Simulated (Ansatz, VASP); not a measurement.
## Two plane-wave programs on TePb (e600)

```
CELL_PARAMETERS angstrom
0.00000 3.28470 3.28470
3.28470 0.00000 3.28470
3.28470 3.28470 0.00000
ATOMIC_POSITIONS crystal
Te 0.50000 0.50000 0.50000
Pb 0.00000 0.00000 0.00000
```

Alike in both runs: functional PBE; k mesh 8 × 8 × 8; occupations gaussian, width 0.02 eV; no spin polarisation.

Ansatz relaxed the structure, and its values are those at the end. VASP's run is a single point on that final structure, the one shown.

|  | VASP | Ansatz |
| --- | --- | --- |
| version | VASP 6.6.1 | Ansatz 0.2.0 |
| potentials or method | VASP PAW PBE potentials, release 64 (Te, Pb_d) | scalar-relativistic, plane waves, PAW |
| plane-wave cutoff (eV) | 520 | 600 |
| valence electrons in the cell | 20 | 30 |

```csv
,VASP,Ansatz,Ansatz less VASP
gap on the k mesh at the Fermi level (eV),0.83,0.83,-0.004
least direct gap on the mesh (eV),0.83,0.83,-0.004
pressure (GPa),0.0,0.0,+0.04
```

The two sets of potentials don't hold the same shells in valence.

Caveats: spin-orbit coupling is left out, which as a rule narrows the gap of such compounds by several tenths of an eV. A k mesh can miss the band edges.
